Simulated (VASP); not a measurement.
Fe:

```xyz
1
Lattice="-1.4430 1.4430 1.4430 1.4430 -1.4430 1.4430 1.4430 1.4430 -1.4430" Properties=species:S:1:pos:R:3 pbc="T T T"
Fe    0.0000    0.0000    0.0000
```

| Quantity | Value |
| --- | --- |
| Program | VASP 6.6.1 |
| Task | relaxation of cell and atoms |
| Functional | BLYP |
| Dispersion | D3(BJ) |
| Potentials or basis | VASP PAW PBE potentials, release 64 (Fe) |
| Cutoff | 600 eV |
| k mesh | 13 × 13 × 13 |
| Occupations | fermi-dirac, width 0.05 eV |
| Spin | collinear spin, ferromagnetic start |
| Starting moments | [3.0] μB |

At the start: pressure -13.1 GPa; volume 12.02 Å³/atom.

Q: How do energy, volume and symmetry change on relaxing?

A: Over 3 steps the energy falls by 42.6 meV/atom and the volume is 11.10 Å³/atom (-7.7 %); space group Im-3m (No. 229, to 0.05 Å); moment 2.08 μB per cell.

The path:
```csv
step,energy change (eV),largest force (eV/Å),pressure (GPa),volume (Å³)
1,0.0000,0.0000,-13.08,12.02
2,-0.0093,0.0000,15.98,10.39
3,-0.0426,0.0000,-0.07,11.10
```

Final structure:
```
Fe
1.0
    -1.40509    1.40509    1.40509
     1.40509   -1.40509    1.40509
     1.40509    1.40509   -1.40509
Fe
1
Direct
  0.00000 0.00000 0.00000
```

Caveat: the PAW data sets were made with another functional, which shifts forces and pressure a little; pairwise dispersion overbinds metals, which lowers pressure and volume.
